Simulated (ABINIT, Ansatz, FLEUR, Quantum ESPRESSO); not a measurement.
FeO: 6 runs at one level of theory

```
CELL_PARAMETERS angstrom
1.51882 0.87689 2.51958
-1.51882 0.87689 2.51958
0.00000 -1.75378 2.51958
ATOMIC_POSITIONS crystal
Fe 0.00000 0.00000 0.00000
O 0.50000 0.50000 0.50000
```

Alike in all runs: task band structure; functional PBEsol; k mesh 11 × 11 × 11; occupations fermi-dirac, width 0.05 eV; collinear spin, ferromagnetic start; no spin-orbit coupling. Pressure is positive in compression and, in plane waves, holds the error of the finite cutoff, which Ansatz's Pulay term estimates and takes out.

```json
{"program and potentials": "Ansatz, Ansatz PAW", "plane-wave cutoff (eV)": "420", "notes": "potentials made for PBE, which Ansatz adapts in part; Pulay term of +0.66 GPa included", "pressure (GPa)": "-9.45", "net moment per atom (μB)": "2.00"}
{"program and potentials": "ABINIT, JTH PAW PBE v2.0", "plane-wave cutoff (eV)": "707", "notes": "potentials made for PBE", "pressure (GPa)": "-9.87", "net moment per atom (μB)": "2.00"}
{"program and potentials": "Ansatz, all-electron LAPW, scalar-relativistic", "plane-wave cutoff (eV)": "-", "notes": "-", "pressure (GPa)": "-9.49", "net moment per atom (μB)": "2.00"}
{"program and potentials": "Quantum ESPRESSO, GBRV 1.5 PBEsol", "plane-wave cutoff (eV)": "762", "notes": "-", "pressure (GPa)": "-9.35", "net moment per atom (μB)": "2.00"}
{"program and potentials": "Ansatz, PAW datasets made for the crystal", "plane-wave cutoff (eV)": "400", "notes": "-", "pressure (GPa)": "-9.49", "net moment per atom (μB)": "2.00"}
{"program and potentials": "FLEUR, all-electron, FLAPW", "plane-wave cutoff (eV)": "-", "notes": "-", "pressure (GPa)": "-", "net moment per atom (μB)": "2.00"}
```

The pressure spans -9.87 (ABINIT, JTH PAW PBE v2.0) to -9.35 GPa (Quantum ESPRESSO, GBRV 1.5 PBEsol), with all-electron results at -9.49. All agree on the net moment per atom. The state is the one that the start led to, which needn't be the lowest.

The functional is the same throughout but for its coding, so the spread measures potentials, basis and numerics; runs on potential files found faulty are left out.

The negative pressure in every run that reports one means that this cell is stretched relative to the equilibrium volume of the ferromagnetic PBEsol state, which would contract if relaxed. The spread between potentials is small beside the pressure itself, so the tension comes from the functional and the magnetic state rather than from the potentials. The ABINIT value lies furthest from the all-electron one, possibly because its potentials were made for another functional.

With one iron and one oxygen per cell, 2.00 μB per atom is the spin-only moment of high-spin ferrous iron: exchange splitting outweighs the octahedral crystal field and fills the majority d shell. Such a moment is pinned by electron count as long as one spin channel stays gapped, so its agreement across the runs tests the potentials far less than the pressure does. It fits a half-metal as well as an insulator and doesn't settle which this is. The antiferromagnetic order known for FeO at low temperature can't be represented in a cell with a single iron atom.
